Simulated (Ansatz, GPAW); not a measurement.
# A C7 chain between two Pd chains: relaxation, then transmission at several levels

How well does a C7 chain between two Pd chains conduct once its atoms have relaxed, and how much do cheaper levels lose?

Method: Ansatz plane waves; relaxation of the junction with the lead ends held; PAW set soft_1, in the first sound run; inputs show where later runs differ, in GPAW 26.7.0 and Ansatz 0.2.0.

### Step 1. Set-up

The cell holds 23 atoms: 16 Pd and 7 C. Cell: a = 9.000 Å, b = 9.000 Å, c = 48.927 Å, α = 90.0°, β = 90.0°, γ = 90.0°. Regions: left lead, 8 atoms (8 Pd); channel, 7 atoms (7 C); right lead, 8 atoms (8 Pd). Vacuum lies along a and b. The structure is stacked along c, and the current runs across the ab planes.

### Step 2. Relaxing the atoms

Transmission follows bond lengths closely, so the atoms between the held lead ends are relaxed first, from a slightly shaken start that lets symmetry break.

File input.yaml:

```yaml
crystal:
  lattice:
    - [9.0, 0.0, 0.0]
    - [0.0, 9.0, 0.0]
    - [0.0, 0.0, 48.927]
  atoms:
    - { symbol: Pd, position: [0.5, 0.5, 0.0255482658] }
    - { symbol: Pd, position: [0.5, 0.5, 0.0766447974] }
    - { symbol: Pd, position: [0.5, 0.5, 0.1277413289] }
    - { symbol: Pd, position: [0.5, 0.5, 0.1788378605] }
    - { symbol: Pd, position: [0.5, 0.5, 0.2299343921] }
    - { symbol: Pd, position: [0.5, 0.5, 0.2810309236] }
    - { symbol: Pd, position: [0.501844202, 0.5007253354, 0.3320918981] }
    - { symbol: Pd, position: [0.492270213, 0.5014383139, 0.3819202405] }
    - { symbol: C, position: [0.5030330707, 0.5020198852, 0.4217181045] }
    - { symbol: C, position: [0.5027589945, 0.5009950482, 0.4460206013] }
    - { symbol: C, position: [0.498976459, 0.5050269076, 0.473379384] }
    - { symbol: C, position: [0.4992395873, 0.4975849517, 0.4985587205] }
    - { symbol: C, position: [0.4989781404, 0.5008551722, 0.5260834369] }
    - { symbol: C, position: [0.4988176385, 0.4979439495, 0.5514580402] }
    - { symbol: C, position: [0.4955194467, 0.5001739497, 0.5795941049] }
    - { symbol: Pd, position: [0.4974436237, 0.4998486942, 0.6185034086] }
    - { symbol: Pd, position: [0.4966910853, 0.4945961949, 0.6676108432] }
    - { symbol: Pd, position: [0.5, 0.5, 0.7189690764] }
    - { symbol: Pd, position: [0.5, 0.5, 0.7700656079] }
    - { symbol: Pd, position: [0.5, 0.5, 0.8211621395] }
    - { symbol: Pd, position: [0.5, 0.5, 0.8722586711] }
    - { symbol: Pd, position: [0.5, 0.5, 0.9233552026] }
    - { symbol: Pd, position: [0.5, 0.5, 0.9744517342] }
kpoints:
  mp_grid: { grid: [1, 1, 2] }
hamiltonian:
  xc: pbe
  pseudopotentials: { kind: paw, azcp: { folder: soft_1 } }
scf:
  occupations: { method: fermi_dirac, width: 0.1 }
relax:
  f_tol: 0.03
  max_steps: 80
  constraints: [{ sites: [0, 1, 2, 3, 4, 5, 17, 18, 19, 20, 21, 22] }]
```

Run with:

```console
$ ansatz run input.yaml --threads 4 --pin off --max-ram 8192MiB --backend cpu --events-out ev --progress --plain --runs-dir out
```

Numbers of over 12 decimals in the logs are rounded to 6 here.

Output:

```text
Engine: ansatz 0.2.0, x86_64-unknown-linux-gnu
Pseudopotentials: kind: paw
Pseudopotential: Pd, paw, valence charge 18, recommended cutoff 420 eV (normal), soft_1/Pd.paw.azcp
Pseudopotential: C, paw, valence charge 4, recommended cutoff 420 eV (normal), soft_1/C.paw.azcp
Functional definition: PBE
  parameter kappa = 0.804
  parameter beta = 0.066725
  exchange = pbe_x(kappa = kappa, mu = beta*pi^2/3)
  correlation = pbe_c(beta = beta)
Crystal: 23 atoms, lattice volume = 3963.087 Å³
Basis set: ecut = 420 eV, 77375 PW (Γ), exchange–correlation on 128×128×720 points (8 copies of the dense FFT grid, shifted against one another)
Bands: 190, of which v1, the nominal top of the filled ones, is band 158 counted from 1 (157 counted from 0)
Symmetry: 1 space group operations
Space group: P1 (ITA 1), of the structure as read, at distance tolerance 1.6e-4 Å
k-points: 2
Non-local potential: Pd, projectors of the file, l = 0: 2, l = 1: 2, l = 2: 2, l = 3: 1
Non-local potential: C, projectors of the file, l = 0: 2, l = 1: 2, l = 2: 1
PAW form: soft (Blöchl's): semilocal exchange-correlation on the pseudo side does not see the compensation charge
PAW one-centre angular grid: Pd, 590 points (default); XC on 64 Gauss nodes
PAW one-centre angular grid: C, 110 points (default); XC on 64 Gauss nodes
Initial density: superposition of atomic densities (neutral atoms: chi_scale 0, normalization atom)
Initial wavefunctions: pseudopotential atomic-orbital guess
Functional: x = pbe(κ = 0.804, μ = 0.219515), c = pbe(β = 0.066725)
SCF iter   1: F=—  HF=-113316.386668 eV  |F-HF|=—  |Δ(HF+E_count)|=         —  Δρ=6.11e-2  dr2=5.43e2  ethr=3.10e-3  ⟨swp⟩=11.5  Hψ=1969  notcnv=0
preconditioner: auto → LDOS  [metal: Δε(μ)=0.006 eV  Ē_g=3.880 eV  σ=0.100 eV  W_gap=0.01  n_scr=390 (ndim 8)  ℏωp=7.9 eV  f_vac=0.797  D(μ)=32.54/eV (n_scr^D=122)  β→1.0]
SCF iter   2: F=—  HF=-113281.551307 eV  |F-HF|=—  |Δ(HF+E_count)|=    3.48e1  Δρ=3.90e-2  dr2=7.19e1  ethr=3.10e-3  ⟨swp⟩=8.5  Hψ=1112  notcnv=0  defer=1
SCF iter   3: F=—  HF=-113279.089006 eV  |F-HF|=—  |Δ(HF+E_count)|=    2.46e0  Δρ=2.05e-2  dr2=2.76e1  ethr=3.10e-3  ⟨swp⟩=3.5  Hψ=1011  notcnv=0  defer=24
SCF iter   4: F=—  HF=-113274.980911 eV  |F-HF|=—  |Δ(HF+E_count)|=    4.11e0  Δρ=5.48e-3  dr2=2.13e0  ethr=3.10e-3  ⟨swp⟩=3.0  Hψ=674  notcnv=0  defer=16
SCF iter   5: F=—  HF=-113274.773747 eV  |F-HF|=—  |Δ(HF+E_count)|=   2.07e-1  Δρ=2.08e-3  dr2=3.48e-1  ethr=6.74e-4  ⟨swp⟩=2.0  Hψ=668  notcnv=0  defer=20
SCF iter   6: F=—  HF=-113274.802056 eV  |F-HF|=—  |Δ(HF+E_count)|=   2.83e-2  Δρ=1.22e-3  dr2=1.21e-1  ethr=1.10e-4  ⟨swp⟩=2.0  Hψ=587  notcnv=0  defer=20
SCF iter   7: F=—  HF=-113274.802093 eV  |F-HF|=—  |Δ(HF+E_count)|=   3.70e-5  Δρ=6.08e-4  dr2=2.85e-2  ethr=3.83e-5  ⟨swp⟩=2.0  Hψ=388  notcnv=0  defer=20
SCF iter   8: F=—  HF=-113274.801720 eV  |F-HF|=—  |Δ(HF+E_count)|=   3.74e-4  Δρ=3.12e-4  dr2=8.16e-3  ethr=9.01e-6  ⟨swp⟩=1.0  Hψ=360  notcnv=0  defer=20
SCF iter   9: F=—  HF=-113274.802530 eV  |F-HF|=—  |Δ(HF+E_count)|=   8.11e-4  Δρ=1.73e-4  dr2=2.24e-3  ethr=2.58e-6  ⟨swp⟩=1.5  Hψ=381  notcnv=0  defer=20
SCF iter  10: F=—  HF=-113274.802644 eV  |F-HF|=—  |Δ(HF+E_count)|=   1.13e-4  Δρ=7.04e-5  dr2=3.78e-4  ethr=7.08e-7  ⟨swp⟩=2.0  Hψ=534  notcnv=0  defer=20
SCF iter  11: F=—  HF=-113274.802671 eV  |F-HF|=—  |Δ(HF+E_count)|=   2.72e-5  Δρ=3.37e-5  dr2=9.25e-5  ethr=1.20e-7  ⟨swp⟩=2.0  Hψ=546  notcnv=0  defer=20
SCF iter  12: F=—  HF=-113274.802676 eV  |F-HF|=—  |Δ(HF+E_count)|=   5.53e-6  Δρ=2.06e-5  dr2=3.01e-5  ethr=2.93e-8  ⟨swp⟩=2.0  Hψ=549  notcnv=0  defer=20
SCF iter  13: F=-113274.802670 eV  HF=-113274.802678 eV  |F-HF|=7.10e-6  |Δ(HF+E_count)|=   1.11e-6  Δρ=1.07e-5  dr2=1.01e-5  ethr=7.12e-9  ⟨swp⟩=4.0  Hψ=1230  notcnv=0
SCF 1 converged in 13 iterations: F = -113274.802670 eV  dr2 = 1.01e-5
  greatest PAW one-centre occupation: 1.000 electrons in one spin orbital (limit 2), on the Pd atom at site 6 (counted from 0), in its partial waves of l = 0
relax step   1: F+E_penalty+E_count = -113274.80267042 eV  Δ(F+E_penalty+E_count) = +0.000e0 eV  max|allowed force component| = 7.519e0 eV/Å  Δτ_max = 0.0000 Å  (13 SCF iters, dr2 threshold 2.25e-5 eV, accepted)
Initial density: handed on by an earlier stage of this run
Initial wavefunctions: those handed on with the density
iter 1 solved again at ethr=7.71e-4 eV; its pass at ethr=3.10e-3 eV (dr2=2.44e0 eV) is discarded
SCF iter   1: F=—  HF=-113275.647037 eV  |F-HF|=—  |Δ(HF+E_count)|=         —  Δρ=4.56e-3  dr2=2.21e0  ethr=7.71e-4  ⟨swp⟩=1.0  Hψ=1195  notcnv=0  defer=20
preconditioner: auto → LDOS  [metal: Δε(μ)=0.027 eV  Ē_g=4.886 eV  σ=0.100 eV  W_gap=0.07  n_scr=390 (ndim 8)  ℏωp=8.1 eV  f_vac=0.788  D(μ)=49.27/eV (n_scr^D=210)  β→1.0]
SCF iter   2: F=—  HF=-113275.629333 eV  |F-HF|=—  |Δ(HF+E_count)|=   1.77e-2  Δρ=4.42e-3  dr2=2.61e0  ethr=7.00e-4  ⟨swp⟩=3.0  Hψ=800  notcnv=0  defer=20
SCF iter   3: F=—  HF=-113275.411128 eV  |F-HF|=—  |Δ(HF+E_count)|=   2.18e-1  Δρ=4.23e-4  dr2=1.23e-2  ethr=7.00e-4  ⟨swp⟩=2.0  Hψ=654  notcnv=0  defer=20
SCF iter   4: F=—  HF=-113275.411245 eV  |F-HF|=—  |Δ(HF+E_count)|=   1.18e-4  Δρ=1.91e-4  dr2=3.71e-3  ethr=3.88e-6  ⟨swp⟩=2.5  Hψ=570  notcnv=0  defer=20
SCF iter   5: F=—  HF=-113275.411257 eV  |F-HF|=—  |Δ(HF+E_count)|=   1.21e-5  Δρ=9.54e-5  dr2=8.89e-4  ethr=1.17e-6  ⟨swp⟩=2.0  Hψ=388  notcnv=0  defer=20
SCF iter   6: F=—  HF=-113275.411347 eV  |F-HF|=—  |Δ(HF+E_count)|=   8.98e-5  Δρ=4.85e-5  dr2=1.96e-4  ethr=2.81e-7  ⟨swp⟩=2.0  Hψ=378  notcnv=0  defer=20
SCF iter   7: F=-113275.411322 eV  HF=-113275.411370 eV  |F-HF|=4.73e-5  |Δ(HF+E_count)|=   2.24e-5  Δρ=2.64e-5  dr2=5.65e-5  ethr=3.16e-8  ⟨swp⟩=3.5  Hψ=1255  notcnv=0
SCF 2 converged in 7 iterations: F = -113275.411322 eV  dr2 = 5.65e-5
  greatest PAW one-centre occupation: 1.000 electrons in one spin orbital (limit 2), on the Pd atom at site 16 (counted from 0), in its partial waves of l = 0
relax step   2: F+E_penalty+E_count = -113275.41132236 eV  Δ(F+E_penalty+E_count) = -6.087e-1 eV  max|allowed force component| = 2.744e0 eV/Å  Δτ_max = 0.0561 Å  (7 SCF iters, dr2 threshold 1.00e-4 eV, accepted)
iter 1 solved again at ethr=7.56e-4 eV; its pass at ethr=3.10e-3 eV (dr2=2.39e0 eV) is discarded
SCF iter   1: F=—  HF=-113275.805095 eV  |F-HF|=—  |Δ(HF+E_count)|=         —  Δρ=4.63e-3  dr2=1.84e0  ethr=7.56e-4  ⟨swp⟩=1.0  Hψ=1233  notcnv=0  defer=20
eigensolver tolerance schedule: the retry pair's looser diagonalisation over-reported the residual by 0.30 of it (diagonalisation noise at 0.11 of the residual, at the tolerance the schedule requests for it); recorded, not acted on — ethr = c·dr2/N_el stays at c = 1.0e-1
[...]
SCF iter   6: F=—  HF=-113275.594012 eV  |F-HF|=—  |Δ(HF+E_count)|=   1.76e-4  Δρ=6.06e-5  dr2=2.82e-4  ethr=4.58e-7  ⟨swp⟩=2.0  Hψ=384  notcnv=0  defer=20
SCF iter   7: F=-113275.593974 eV  HF=-113275.594047 eV  |F-HF|=7.26e-5  |Δ(HF+E_count)|=   3.47e-5  Δρ=3.20e-5  dr2=8.75e-5  ethr=3.16e-8  ⟨swp⟩=3.5  Hψ=1427  notcnv=0
SCF 3 converged in 7 iterations: F = -113275.593974 eV  dr2 = 8.75e-5
relax step   3: F+E_penalty+E_count = -113275.59397430 eV  Δ(F+E_penalty+E_count) = -1.827e-1 eV  max|allowed force component| = 6.194e-1 eV/Å  Δτ_max = 0.1144 Å  (7 SCF iters, dr2 threshold 1.00e-4 eV, accepted)
[...]
relax step   4: F+E_penalty+E_count = -113275.67481164 eV  Δ(F+E_penalty+E_count) = -8.084e-2 eV  max|allowed force component| = 6.221e-1 eV/Å  Δτ_max = 0.2000 Å  (9 SCF iters, dr2 threshold 2.40e-5 eV, accepted)
[...]
relax step   5: F+E_penalty+E_count = -113275.75417278 eV  Δ(F+E_penalty+E_count) = -7.936e-2 eV  max|allowed force component| = 2.996e-1 eV/Å  Δτ_max = 0.1953 Å  (10 SCF iters, dr2 threshold 2.42e-5 eV, accepted)
[...]
relax step   6: F+E_penalty+E_count = -113275.77264875 eV  Δ(F+E_penalty+E_count) = -1.848e-2 eV  max|allowed force component| = 1.140e-1 eV/Å  Δτ_max = 0.2000 Å  (9 SCF iters, dr2 threshold 2.08e-5 eV, accepted)
[...]
relax step   7: F+E_penalty+E_count = -113275.77664263 eV  Δ(F+E_penalty+E_count) = -3.994e-3 eV  max|allowed force component| = 2.386e-2 eV/Å  Δτ_max = 0.0420 Å  (9 SCF iters, dr2 threshold 1.88e-6 eV, accepted)
[...]
relax step   8: F+E_penalty+E_count = -113275.77664316 eV  Δ(F+E_penalty+E_count) = -5.315e-7 eV  max|allowed force component| = 2.393e-2 eV/Å  Δτ_max = 0.0000 Å  (4 SCF iters, accepted)
[...]
relax step   9: F+E_penalty+E_count = -113275.77732760 eV  Δ(F+E_penalty+E_count) = -6.844e-4 eV  max|allowed force component| = 2.745e-2 eV/Å  Δτ_max = 0.0376 Å  (11 SCF iters, accepted)
SCF iter   1: F=—  HF=-113275.791490 eV  |F-HF|=—  |Δ(HF+E_count)|=         —  Δρ=1.64e-3  dr2=1.13e-1  ethr=3.70e-4  ⟨swp⟩=4.0  Hψ=803  notcnv=0  defer=25
preconditioner: auto → LDOS  [metal: Δε(μ)=0.060 eV  Ē_g=4.903 eV  σ=0.100 eV  W_gap=0.15  n_scr=390 (ndim 8)  ℏωp=8.1 eV  f_vac=0.786  D(μ)=49.17/eV (n_scr^D=210)  β→1.0]
SCF iter   2: F=—  HF=-113275.781388 eV  |F-HF|=—  |Δ(HF+E_count)|=   1.01e-2  Δρ=7.12e-4  dr2=5.73e-2  ethr=3.57e-5  ⟨swp⟩=2.0  Hψ=716  notcnv=0  defer=25
SCF iter   3: F=—  HF=-113275.777063 eV  |F-HF|=—  |Δ(HF+E_count)|=   4.33e-3  Δρ=2.72e-4  dr2=8.94e-3  ethr=1.81e-5  ⟨swp⟩=2.0  Hψ=635  notcnv=0  defer=25
SCF iter   4: F=—  HF=-113275.776524 eV  |F-HF|=—  |Δ(HF+E_count)|=   5.39e-4  Δρ=6.73e-5  dr2=5.27e-4  ethr=2.83e-6  ⟨swp⟩=2.0  Hψ=523  notcnv=0  defer=25
SCF iter   5: F=—  HF=-113275.776620 eV  |F-HF|=—  |Δ(HF+E_count)|=   9.59e-5  Δρ=3.90e-5  dr2=1.59e-4  ethr=1.67e-7  ⟨swp⟩=2.0  Hψ=640  notcnv=0  defer=25
SCF iter   6: F=—  HF=-113275.776651 eV  |F-HF|=—  |Δ(HF+E_count)|=   3.10e-5  Δρ=1.76e-5  dr2=2.93e-5  ethr=5.02e-8  ⟨swp⟩=2.0  Hψ=556  notcnv=0  defer=25
SCF iter   7: F=—  HF=-113275.777689 eV  |F-HF|=—  |Δ(HF+E_count)|=   1.04e-3  Δρ=1.16e-5  dr2=1.26e-5  ethr=9.26e-9  ⟨swp⟩=2.0  Hψ=544  notcnv=0  defer=25
SCF iter   8: F=—  HF=-113275.777690 eV  |F-HF|=—  |Δ(HF+E_count)|=   1.09e-6  Δρ=6.02e-6  dr2=3.00e-6  ethr=3.99e-9  ⟨swp⟩=2.0  Hψ=370  notcnv=0  defer=25
SCF iter   9: F=—  HF=-113275.777690 eV  |F-HF|=—  |Δ(HF+E_count)|=   1.62e-7  Δρ=2.74e-6  dr2=6.71e-7  ethr=9.51e-10  ⟨swp⟩=2.5  Hψ=532  notcnv=0  defer=25
SCF iter  10: F=—  HF=-113275.777690 eV  |F-HF|=—  |Δ(HF+E_count)|=   4.79e-7  Δρ=1.63e-6  dr2=2.00e-7  ethr=2.12e-10  ⟨swp⟩=2.0  Hψ=545  notcnv=0  defer=25
SCF iter  11: F=-113275.777690 eV  HF=-113275.777690 eV  |F-HF|=2.80e-8  |Δ(HF+E_count)|=   2.60e-8  Δρ=7.92e-7  dr2=5.59e-8  ethr=3.16e-11  ⟨swp⟩=4.0  Hψ=1153  notcnv=0
SCF 10 converged in 11 iterations: F = -113275.777690 eV  dr2 = 5.59e-8
relax step  10: F+E_penalty+E_count = -113275.77769010 eV  Δ(F+E_penalty+E_count) = -3.625e-4 eV  max|allowed force component| = 1.888e-2 eV/Å  Δτ_max = 0.0438 Å  (11 SCF iters, accepted)
SCF converged after 11 iterations
Free energy (F): -113275.777690 eV
Harris-Foulkes:  -113275.777690 eV  (|F-HF|=2.80e-8)
Internal energy: -113274.213646 eV  (E = F + TS)
E sigma→0 (E₀):  -113274.995668 eV
Entropy (-TS):   -1.564044 eV (-68.002 meV/atom)
Fermi energy:    -3.665135 eV
--- Per-component energies (eV) ---
  E_band       = -8932.038251
  E_kinetic    = 7794.360402
  E_local      = -112956.275510  (includes V_loc(G=0)·N_el)
  E_nonlocal   = 6140.972995
  E_hartree    = 50079.873903
  E_xc         = -2484.709715
  E_vxc        = -3120.943006  (∫ρ·V_xc dr)
  E_paw        = -61714.667378  (= ΣΔE_a)
  E_vpaw       = -6949.907800  (= ΣTr[D̂ρ^β])
  E_aug_tail   = 0.003873  (compensation charges beyond the density's cutoff)
  E_ewald      = -133.772216
  E_smearing   = -1.564044  (= −TS)
  E_closure    = 0.000000  (closes the sum)
  Σ components = -113275.777690   (vs F -113275.777690, Δ=0.00e0)
--- Forces (eV/Å), atoms counted from 1 ---
  atom   1  Pd    -0.00070999    -0.00006043    -0.00427815
  atom   2  Pd    -0.00065767    -0.00012506     0.00120166
  atom   3  Pd    -0.00100749     0.00002126     0.03718903
  atom   4  Pd    -0.00315613    -0.00012841    -0.03058938
  atom   5  Pd     0.01676382    -0.00173460     0.00997865
  atom   6  Pd    -0.01110763     0.00007257     0.18243319
  atom   7  Pd    -0.00328750     0.00155013     0.00391986
  atom   8  Pd     0.00387571    -0.00223961    -0.00966724
  atom   9  C      0.00116260     0.00578574     0.01568695
  atom  10  C     -0.00317757    -0.00794596    -0.01194375
  atom  11  C     -0.00046985     0.01511311     0.00380513
  atom  12  C      0.00250560    -0.01888221    -0.00506733
  atom  13  C     -0.00156767     0.01830068     0.00886661
  atom  14  C      0.00242491    -0.01068931    -0.00557104
  atom  15  C     -0.00456061     0.00087805     0.01093437
  atom  16  Pd     0.00325732     0.00182161    -0.00981158
  atom  17  Pd    -0.00185475    -0.00183505    -0.00093427
  atom  18  Pd     0.00380120     0.00715467    -0.18774906
  atom  19  Pd    -0.00520185    -0.01229471    -0.00053151
  atom  20  Pd     0.00155577     0.00277825     0.02539481
  atom  21  Pd     0.00051397     0.00105334    -0.03653975
  atom  22  Pd     0.00057201     0.00087321    -0.00092890
  atom  23  Pd     0.00033249     0.00053443     0.00418037
  max |Σ_I F_I| component: 2.13e-5 eV/Å
--- Relaxed structure (10 steps of the walk, 10 accepted, 0 SCFs on fresh bases) ---
  F+E_penalty+E_count = -113275.77769010 eV   max|allowed force component| = 1.888e-2 eV/Å
  atoms:
    - { symbol: Pd, position: [0.5, 0.5, 0.0255482658] }
    - { symbol: Pd, position: [0.5, 0.5, 0.0766447974] }
    - { symbol: Pd, position: [0.5, 0.5, 0.1277413289] }
    - { symbol: Pd, position: [0.5, 0.5, 0.178838] }
    - { symbol: Pd, position: [0.5, 0.5, 0.2299343921] }
    - { symbol: Pd, position: [0.5, 0.5, 0.2810309236] }
    - { symbol: Pd, position: [0.548553, 0.496137, 0.333277] }
    - { symbol: Pd, position: [0.440292, 0.500735, 0.383256] }
    - { symbol: C, position: [0.479697, 0.499276, 0.420539] }
    - { symbol: C, position: [0.491217, 0.499594, 0.446814] }
    - { symbol: C, position: [0.496206, 0.500358, 0.473363] }
    - { symbol: C, position: [0.499639, 0.502113, 0.499669] }
    - { symbol: C, position: [0.502320, 0.504516, 0.525974] }
    - { symbol: C, position: [0.505211, 0.508987, 0.552525] }
    - { symbol: C, position: [0.510467, 0.518690, 0.578804] }
    - { symbol: Pd, position: [0.526701, 0.552206, 0.616204] }
    - { symbol: Pd, position: [0.481475, 0.458960, 0.666526] }
    - { symbol: Pd, position: [0.5, 0.5, 0.7189690764] }
    - { symbol: Pd, position: [0.5, 0.5, 0.7700656079] }
    - { symbol: Pd, position: [0.5, 0.5, 0.821162] }
    - { symbol: Pd, position: [0.5, 0.5, 0.8722586711] }
    - { symbol: Pd, position: [0.5, 0.5, 0.9233552026] }
    - { symbol: Pd, position: [0.5, 0.5, 0.974452] }
```

It took 2.8 min on 4 threads of Intel Xeon Platinum 8488C (Sapphire Rapids), shared host; peak memory 6.3 GiB; 11 min of CPU time.

Step by step:

```csv
step,energy less that of the first step (eV),largest force component (eV/Å)
1,0.0000,7.5195
2,-0.6087,2.7440
3,-0.7913,0.6194
4,-0.8721,0.6221
5,-0.9515,0.2996
6,-0.9700,0.1140
7,-0.9740,0.0239
8,-0.9740,0.0239
9,-0.9747,0.0274
10,-0.9750,0.0189
```

The atoms that moved most (Å):

```
atom      dx      dy      dz  length
Pd16   0.263   0.471  -0.113   0.551
 Pd8  -0.468  -0.006   0.065   0.472
 Pd7   0.420  -0.041   0.058   0.426
Pd17  -0.137  -0.321  -0.053   0.353
  C9  -0.210  -0.025  -0.058   0.219
 C15   0.135   0.167  -0.039   0.218
 C14   0.058   0.099   0.052   0.126
 C10  -0.104  -0.013   0.039   0.112
```

This step gave:

| Property | Result |
| --- | --- |
| free energy | -113275.7777 eV |
| smearing term TS | 1.564 eV |
| symmetry operations | 1 |

The relaxation lowered the energy of the cell by 0.975 eV.

(Part 1 of 4 ends here.)

[Logs are printed without paths, hosts, clocks, repeated set-up lines and the standing remarks that a program may print on its own settings, such as how far it seeks lower states.]

[Hosts, paths, dates, database ids (printed as entryN), source tags and the programs' standing remarks are cut or masked in the printed files.]
